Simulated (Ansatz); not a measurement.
VO2, space group P4_2/mnm, a comparison of functionals at one structure

With Ansatz 0.2.0 through its Python package.

Notebook, run cell by cell (the value of a cell's last expression is shown):

In [1]:
```python
import warnings

import ansatz as az
```

In [2]:
```python
MESH = (5, 5, 7)
SMEARING = "Fermi-Dirac"
WIDTH_EV = 0.1
```

In [3]:
```python
warnings.simplefilter("ignore", az.DeckWarning)
```

In [4]:
```python
system = (
    az.Lattice.of((4.53, 0.0, 0.0), (0.0, 4.53, 0.0), (0.0, 0.0, 2.869))
    .atom("V", (0.0, 0.0, 0.0))
    .atom("V", (0.5, 0.5, 0.5))
    .atom("O", (0.305, 0.305, 0.0))
    .atom("O", (0.195, 0.805, 0.5))
    .atom("O", (0.695, 0.695, 0.0))
    .atom("O", (0.805, 0.195, 0.5))
    .moments(V=1.0)
)

system.resolved().sites[-1]
```
Out [4]:
```text
Site(symbol='O', position=(0.805, 0.195, 0.5), moment=None, axis=None, held=None, saved=None)
```

In [5]:
```python
base = (
    system.calculation()
    .kpoints(mesh=MESH)
    .occupations(SMEARING, width=WIDTH_EV)
    .spin("collinear")
    .stress()
)

rows = []
for value in ["r2scan", "blyp", "rpbe", "revpbe", "pbe"]:
    data = base.functional(value).run(threads=1, backend="cpu").report
    rows.append((value, data["free_energy_ev"] / len(data["lattice"]["sites"]), data["n_iterations"], sum(data["stress_gpa"][i][i] for i in range(3)) / 3, data["magnetization_mub"], data["n_kpoints"]))
```

In [6]:
```python
print("  functional   F/atom (eV)    iterations       P (GPa)  moment (muB)      k-points")
for row in rows:
    print(f"{str(row[0]):>12s}  {row[1]:12.5f}  {row[2]:12d}  {row[3]:12.3f}  {row[4]:12.3f}  {row[5]:12d}")
```
```text
  functional   F/atom (eV)    iterations       P (GPa)  moment (muB)      k-points
      r2scan   -1352.30387            18        -0.820         2.000            24
        blyp   -1353.35592            11        11.476         1.972            24
        rpbe   -1352.39777            11        10.290         1.992            24
      revpbe   -1351.65854            11         8.781         1.991            24
         pbe   -1349.79166            11         4.687         1.983            24
```

From lowest to highest: r2SCAN (-0.8 GPa), PBE (4.7 GPa), revPBE (8.8 GPa), RPBE (10.3 GPa) and BLYP (11.5 GPa). At a fixed cell a lower pressure usually means a smaller equilibrium volume, so r2SCAN prefers the smallest cell and BLYP the largest.

Caveats:
- Other magnetic orders than the one started from may lie lower.
- BLYP can be off by several per cent in the lattices of metals, and by several GPa in the pressure at a fixed cell.
- The mesh is modest for a metal, so energies can be off by several to tens of meV an atom and pressures by half a GPa or more; differences at equal mesh fare better.
- The overall sign of a collinear moment is arbitrary, and semilocal functionals can give small moments to compounds that are paramagnetic.
- Of the deposited cell: the entry's cell lengths or inner coordinates differ somewhat from later room-temperature determinations.
- This is a high-temperature or high-pressure form, not the ambient phase.
- Pressure is positive in compression.
- Without a Hubbard U or exact exchange, semilocal functionals often make such 3d compounds metallic or too weakly gapped.
- r2SCAN tends to overestimate the moments of itinerant magnets.
- The starting cell is as deposited in a crystallographic database; the results hold for this polymorph, which needn't be the stable one.
- Total energies of different functionals can't be compared; pressures, moments and gaps at this one structure can.
- Wall time of the script: 59 s on 1 thread of Arm Neoverse V1, on a shared host, peak memory 0.61 GiB.
